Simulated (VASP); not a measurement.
# Bi (C2/m) in VASP: a series of runs

Runs on Bi. Level: PBE. Tasks: single point.

All numbers are computed with VASP 6.6.1; they aren't measurements. Logs are shortened: lines on timing, memory, paths and dates and some standing lists are left out, and cuts for length are marked.

## 1. The crystal as given

It takes space group C2/m (No. 12, monoclinic). The conventional cell has a = 6.977 Å, b = 6.265 Å, c = 3.359 Å, α = 90.00°, β = 112.04°, γ = 90.00°. Bi (site symmetry m) has 6 Bi at 3.21 to 3.45 Å as nearest neighbours.

This isn't the form of Bi at room conditions, which is rhombohedral.

## 2. Single point, PBE

Input file INCAR:

```
PREC = Accurate
ENCUT = 400
EDIFF = 1E-6
ISMEAR = 1
SIGMA = 0.15
LREAL = F
LASPH = T
NELM = 100
ALGO = Normal
ISIF = 2
LWAVE = F
LCHARG = F
GGA = PE
NBANDS = 22
ADDGRID = F
```

Input file KPOINTS:

```
Automatic mesh
0
Gamma
  11 11 15
```

Input file POSCAR:

```
Bi
1.0
    3.4885980000     -3.1325780000      0.0000000000
    3.4885980000      3.1325780000      0.0000000000
   -1.2602350000      0.0000000000      3.1135500000
Bi
2
Direct
    0.7530610000      0.7530610000      0.8573820000
    0.2469390000      0.2469390000      0.1426180000
```

Potentials or basis: VASP PAW PBE potentials, release 64 (Bi_d).

On the command line:

```bash
cat potpaw_PBE.64/Bi_d/POTCAR > POTCAR
mpirun -np 1 vasp_std > vasp.out
```

OUTCAR:

```text
PREC = Accurate
   ENCUT = 400
   EDIFF = 1E-6
   ISMEAR = 1
   LREAL = F
   LASPH = T
   NELM = 100
   ISIF = 2
   GGA = PE

 Found    498 irreducible k-points:

 Following reciprocal coordinates:
            Coordinates               Weight
  0.000000  0.000000  0.000000      1.000000
  0.090909  0.000000  0.000000      4.000000
  0.181818 -0.000000  0.000000      4.000000
  0.272727 -0.000000 -0.000000      4.000000
  0.363636 -0.000000  0.000000      4.000000
  0.454545  0.000000  0.000000      4.000000
   k-points           NKPTS =    498   k-points in BZ     NKDIM =    498   number of bands    NBANDS=     22
   number of dos      NEDOS =    301   number of ions     NIONS =      2
   total plane-waves  NPLWV =  24576
   dimension x,y,z NGX =    32 NGY =   32 NGZ =   24
   dimension x,y,z NGXF=    64 NGYF=   64 NGZF=   48
   ions per type =               2
   NGX,Y,Z   is equivalent  to a cutoff of  11.35, 11.35, 11.88 a.u.
   NGXF,Y,Z  is equivalent  to a cutoff of  22.69, 22.69, 23.76 a.u.
 SYSTEM =  unknown system
   PREC   = accura    normal or accurate (medium, high low for compatibility)
   ISTART =      0    job   : 0-new  1-cont  2-samecut
   ICHARG =      2    charge: 1-file 2-atom 10-const
   ISPIN  =      1    spin polarized calculation?
   LNONCOLLINEAR =      F non collinear calculations
   LSORBIT =      F    spin-orbit coupling
   LASPH  =      T    aspherical Exc in radial PAW
   ENCUT  =  400.0 eV  29.40 Ry    5.42 a.u.   7.65  7.65  5.48*2*pi/ulx,y,z
   NELM   =    100;   NELMIN=  2; NELMDL= -5     # of ELM steps
   EDIFF  = 0.1E-05   stopping-criterion for ELM
   LREAL  =      F    real-space projection
   EDIFFG = 0.1E-04   stopping-criterion for IOM
   NSW    =      0    number of steps for IOM
   IBRION =     -1    ionic relax: 0-MD 1-quasi-New 2-CG
   NFREE  =      0    steps in history (QN), initial steepest desc. (CG)
   ISIF   =      2    stress and relaxation
   ISYM   =      2    0-nonsym 1-usesym 2-fastsym
   POTIM  = 0.5000    time-step for ionic-motion
   TEBEG  =    0.0;   TEEND  =   0.0 temperature during run
   PSTRESS=    0.0 pullay stress
   NELECT =      30.0000    total number of electrons
   NUPDOWN=      -1.0000    fix difference up-down
   EMIN   =  10.00;   EMAX   =-10.00  energy-range for DOS
   EFERMI =   0.00;   METHOD = LEGACY
   ISMEAR =     1;   SIGMA  =   0.15  broadening in eV -4-tet -1-fermi 0-gaus
   EFERMI_NEDOS =   21; number of points for ismear=-14 and -15
   IALGO  =     38    algorithm
   IMIX   =      4    mixing-type and parameters
     AMIX     =   0.40;   BMIX     =  1.00
     AMIX_MAG =   1.60;   BMIX_MAG =  1.00
  volume/ion in A,a.u.               =      34.03       229.62
  Fermi-wavevector in a.u.,A,eV,Ry     =   1.245955  2.354514 21.121737  1.552404
  Thomas-Fermi vector in A             =   2.380154
   LORBIT       =      0    0 simple, 1 ext, 2 COOP (PROOUT), +10 PAW based schemes
   GGA     = PE    functional components
   LHFCALC =     F    Hartree Fock is set to
   AEXX    =    0.0000 exact exchange contribution
   IVDW    =     0    specifies the selected vdW correction
   LEPSILON=     F    determine dielectric tensor
   LRPA    =     F    only Hartree local field effects (RPA)
 non-spin polarized calculation
 Methfessel and Paxton  Order N= 1 SIGMA  =   0.15
  energy-cutoff  :      400.00
  volume of cell :       68.05
 maximum number of plane-waves:      1255
   NGX = 15   NGY = 15   NGZ = 11

 number of electron      29.9999997 magnetization

 Free energy of the ion-electron system (eV)
  ---------------------------------------------------
  ext. energy  EPLUGINS =         0.00000000
  ---------------------------------------------------
  free energy    TOTEN  =        -7.68396766 eV

  energy without entropy =       -7.68445716  energy(sigma->0) =       -7.68413082

 E-fermi :   6.7259     XC(G=0):  -9.7821

 val. band max:        6.7226445514   @ k =   0.3636   0.2727   0.3333
 cond. band min:       6.7324780066   @ k =  -0.0909  -0.3636   0.2667
 fundamental gap:      0.0098334552
 Fermi energy:         6.7259488517

 k-point     1 :       0.0000    0.0000    0.0000
  band No.  band energies     occupation
      1     -16.2014      2.00000
      2     -16.1722      2.00000
      3     -16.1284      2.00000
      4     -16.1044      2.00000
      5     -16.0218      2.00000
      6     -15.9997      2.00000
[... 14 lines left out ...]
     21      14.9941      0.00000
     22      15.4852      0.00000

 k-point     2 :       0.0909    0.0000    0.0000
  band No.  band energies     occupation
      1     -16.1967      2.00000
      2     -16.1728      2.00000
      3     -16.1300      2.00000
      4     -16.1010      2.00000
      5     -16.0208      2.00000
      6     -16.0010      2.00000
[... 14 lines left out ...]
     21      15.1728      0.00000
     22      15.5821      0.00000

 k-point     3 :       0.1818   -0.0000    0.0000
  band No.  band energies     occupation
      1     -16.1839      2.00000
      2     -16.1739      2.00000
      3     -16.1335      2.00000
      4     -16.0910      2.00000
      5     -16.0192      2.00000
      6     -16.0036      2.00000
[... 14 lines left out ...]
     21      15.2004      0.00000
     22      16.1546      0.00000

 k-point     4 :       0.2727   -0.0000   -0.0000
  band No.  band energies     occupation
      1     -16.1771      2.00000
      2     -16.1648      2.00000
      3     -16.1348      2.00000
      4     -16.0757      2.00000
      5     -16.0229      2.00000
      6     -16.0030      2.00000
[... 14 lines left out ...]
     21      15.7438      0.00000
     22      16.7181      0.00000

 k-point     5 :       0.3636   -0.0000    0.0000
  band No.  band energies     occupation
      1     -16.1784      2.00000
      2     -16.1556      2.00000
      3     -16.1226      2.00000
      4     -16.0571      2.00000
      5     -16.0339      2.00000
      6     -15.9997      2.00000
[... 14 lines left out ...]
     21      15.8364      0.00000
     22      17.0493      0.00000

 k-point     6 :       0.4545    0.0000    0.0000
  band No.  band energies     occupation
      1     -16.1792      2.00000
      2     -16.1554      2.00000
      3     -16.1022      2.00000
      4     -16.0489      2.00000
      5     -16.0386      2.00000
      6     -16.0053      2.00000
[... 14 lines left out ...]
     21      15.8220      0.00000
     22      16.0715      0.00000

 [... further k-points ...]
[... 5 lines left out ...]
  --------------------------------------------------------------------------------------
  -------------------------------------------------------------------------------------
  Total       -0.0015817     -0.1537880      0.0351662      0.0000000      0.0000000     -0.1200170
  in kB       -0.0372396     -3.6207153      0.8279381      0.0000000      0.0000000     -2.8256266
  external PRESSURE =      -0.9433389 kB  Pullay stress =       0.0000000 kB

 VOLUME and BASIS-vectors are now :
 -----------------------------------------------------------------------------
  energy-cutoff  :      400.00
  volume of cell :       68.05
      direct lattice vectors                 reciprocal lattice vectors
     3.488598000 -3.132578000  0.000000000     0.143324052 -0.159612945  0.058011590
     3.488598000  3.132578000  0.000000000     0.143324052  0.159612945  0.058011590
    -1.260235000  0.000000000  3.113550000     0.000000000  0.000000000  0.321176792

 POSITION                                       TOTAL-FORCE (eV/Angst)
 -----------------------------------------------------------------------------------
      4.17375      0.00000      2.66950         0.025344      0.000000      0.023356
      1.54321      0.00000      0.44405        -0.025344      0.000000     -0.023356
 -----------------------------------------------------------------------------------
    total drift:                               -0.000000      0.000000      0.000000

  FREE ENERGIE OF THE ION-ELECTRON SYSTEM (eV)
  ---------------------------------------------------
  free  energy   TOTEN  =        -7.6839676587 eV

  energy  without entropy=       -7.6844571575  energy(sigma->0) =       -7.68413082
```

Wall time 2.2 min (1 thread of Intel Xeon Platinum 8488C (Sapphire Rapids), shared host); peak memory 0.46 GiB.

The run converged, but some of its settings lie outside the range that counts as converged, so its numbers aren't taken as properties of the crystal.

Results:

```
Free energy            : -7.6840 eV
Pressure               : -0.1 GPa
Largest force          : 0.034 eV/Å
Band gap on the k mesh : none (metal or under the smearing width)
```

Caveat: spin-orbit coupling is left out, which moves the levels of the heavy elements.

## 3. Single point, PBE

INCAR: that of step 2 with these lines changed.

```diff
@@ -1,3 +1,3 @@
 PREC = Accurate
-ENCUT = 400
+ENCUT = 460
 EDIFF = 1E-6
```

KPOINTS is that of step 2.

POSCAR is that of step 2.

Potentials or basis: VASP PAW PBE potentials, release 64 (Bi_d).

On the command line:

```bash
cat potpaw_PBE.64/Bi_d/POTCAR > POTCAR
mpirun -np 1 vasp_std > vasp.out
```

Run time: 3.1 min. Hardware: 1 thread of Intel Xeon Platinum 8488C (Sapphire Rapids), shared host; peak memory 0.55 GiB.

These settings aren't checked as converged: the numbers below hold their error.

What came out:

```yaml
Free_energy: -7.6847 eV
Pressure: 0.0 GPa
Largest_force: 0.034 eV/Å
Band_gap_on_the_k_mesh: none (metal or under the smearing width)
```

Caveat: spin-orbit coupling is left out, which moves the levels of the heavy elements.

## 4. Single point, PBE

INCAR: that of step 3 with these lines changed.

```diff
@@ -1,3 +1,3 @@
 PREC = Accurate
-ENCUT = 460
+ENCUT = 340
 EDIFF = 1E-6
```

Input file KPOINTS:

```
Automatic mesh
0
Gamma
  13 13 18
```

POSCAR is that of step 3.

On the command line:

```bash
cat potpaw_PBE.64/Bi_d/POTCAR > POTCAR
mpirun -np 1 vasp_std > vasp.out
```

Run time: 3.3 min. Hardware: 1 thread of Intel Xeon Platinum 8488C (Sapphire Rapids), shared host; peak memory 0.54 GiB.

The run converged, but some of its settings lie outside the range that counts as converged, so its numbers aren't taken as properties of the crystal.

Results:

| Item | Value |
| --- | --- |
| Free energy | -7.6765 eV |
| Pressure | -0.6 GPa |
| Largest force | 0.041 eV/Å |
| Band gap on the k mesh | none (metal or under the smearing width) |

Caveat: spin-orbit coupling is left out, which moves the levels of the heavy elements.

## 5. For comparison

An earlier run on the cell as given: functional PBEsol; potentials or basis VASP PAW PBE potentials, release 64 (Bi_d); cutoff 520 eV; k mesh 6 × 6 × 9; occupations fermi-dirac, width 0.05 eV; no spin polarisation.

- Pressure: -2.5 GPa
- Largest force: 0.057 eV/Å
- Band gap on the k mesh: none (metal or under the smearing width)
